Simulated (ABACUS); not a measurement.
The system is TiSi.

```
Ti Si
1.0
     1.81618   -2.11762    0.00000
     1.81618    2.11762    0.00000
     0.00000    0.00000    3.80393
Ti Si
1 1
Direct
  0.50000 0.50000 0.00000
  0.00000 0.00000 0.50000
```

The cell comes from a database or a generator and needn't be the stable form of this composition.

Base run:

| Property | Result |
| --- | --- |
| Program | ABACUS 3.10.1 |
| Functional | SCAN |
| Potentials or basis | SG15 ONCV 1.2 PBE |
| Cutoff | 1361 eV |
| Density cutoff | 5442 eV |
| Basis | DZP LCAO (the cutoffs set its grid) |
| k mesh | 10 × 10 × 7 |
| Occupations | fermi-dirac, width 0.05 eV |
| Spin | no spin polarisation |

Its results: band gap on the k mesh none (metal or under the smearing width); pressure 1.1 GPa.

Problem. The run is repeated on the same cell with these changes: functional from SCAN to AM05. What comes out?

Solution. Band gap on the k mesh none (metal or under the smearing width); pressure -2.0 GPa.

Caveats: the atomic orbitals were generated for these runs and aren't a published set; the potentials were made for another functional, which shifts forces and pressure; the basis of atomic orbitals isn't converged, which shifts pressures, moduli and gaps.
